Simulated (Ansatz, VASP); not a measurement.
**One calculation of AlN, two programs**

The input INCAR:

```
  PREC = Accurate
  ENCUT = 600
  EDIFF = 1E-6
  ISMEAR = 0
  SIGMA = 0.01
  LREAL = False
  LASPH = True
  NELM = 100
  ALGO = Fast
  ISIF = 3
  LWAVE = False
  LCHARG = False
  GGA = PS
  IBRION = 2
  NSW = 80
  EDIFFG = -0.001
```

The input KPOINTS:

```
Automatic mesh
0
Gamma
  9 9 6
```

Contents of POSCAR:

```
AlN
1.0
    3.1138126617      0.0000000000      0.0000000000
   -1.5569063308      2.6966408676      0.0000000000
    0.0000000000      0.0000000000      4.9833864630
Al N
2 2
Direct
    0.3333333333      0.6666666667     -0.0009968572
    0.6666666667      0.3333333333      0.4990031428
    0.3333333333      0.6666666667      0.3809968572
    0.6666666667      0.3333333333      0.8809968572
```

Input for Ansatz:

```yaml
crystal:
  lattice:
    - [3.1138126617, 0.0, 0.0]
    - [-1.5569063308, 2.6966408676, 0.0]
    - [0.0, 0.0, 4.983386463]
  atoms:
    - { symbol: Al, position: [0.3333333333, 0.6666666667, -0.0009968572] }
    - { symbol: Al, position: [0.6666666667, 0.3333333333, 0.4990031428] }
    - { symbol: "N", position: [0.3333333333, 0.6666666667, 0.3809968572] }
    - { symbol: "N", position: [0.6666666667, 0.3333333333, 0.8809968572] }
basis:
  ecutwfc: 420
kpoints:
  mp_grid: { grid: [9, 9, 6] }
hamiltonian:
  xc: pbesol
scf:
  occupations: { method: fixed }
output:
  forces: true
  stress: true
  eigenvalues: true
relax:
  adjacent_minimum: "off"
  f_tol: 0.001
  max_steps: 60
  cell: { stress_tol: 0.01 }
```

Alike in both runs: task relaxation of cell and atoms; functional PBEsol; k mesh 9 × 9 × 6; no spin polarisation.

|  | VASP | Ansatz |
| --- | --- | --- |
| version | VASP 6.6.1 | Ansatz 0.2.0 |
| potentials or method | VASP PAW PBE potentials, release 64 (Al, N) | scalar-relativistic, plane waves, PAW |
| plane-wave cutoff (eV) | 600 | 420 |
| occupations | gaussian, width 0.01 eV | fixed |
| valence electrons in the cell | 16 | 16 |

```csv
,VASP,Ansatz,Ansatz less VASP
"gap on the k mesh at the Fermi level, each at its own relaxed structure (eV)",4.12,4.09,-0.023
relaxed volume (Å³/atom),10.45,10.46,+0.008
relaxed cell length with the largest relative difference (Å),3.113,3.114,+0.0008
```

Caveats: the PAW data sets were made with another functional, which shifts forces and pressure a little (VASP); an odd mesh through Γ misses points on the zone boundary, where band edges often lie.
